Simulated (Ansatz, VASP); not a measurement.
**One calculation of Ti, two programs**

```xyz
1
Lattice="0.0000 1.9256 1.9256 1.9256 0.0000 1.9256 1.9256 1.9256 0.0000" Properties=species:S:1:pos:R:3 pbc="T T T"
Ti    0.0000    0.0000    0.0000
```

Alike in both runs: functional LDA; k mesh 17 × 17 × 17; occupations fermi-dirac, width 0.05 eV; no spin polarisation.

Ansatz relaxed the structure, and its values are those at the end. VASP's run is a single point on that final structure, the one shown.

```csv
,VASP,Ansatz
version,VASP 6.6.1,Ansatz 0.2.0
potentials or method,"VASP PAW LDA potentials, release 64 (Ti_sv), cutoff 520 eV","all-electron LAPW, scalar-relativistic"
```

|  | VASP | Ansatz | Ansatz less VASP |
| --- | --- | --- | --- |
| pressure (GPa) | 16.7 | 17.0 | +0.33 |

Ansatz ran all-electron here, so the differences hold the error of VASP's frozen core and of both bases.

Caveats: so large a pressure means that the cell lies far from this level's equilibrium, or that cutoff or potentials fall short (VASP).
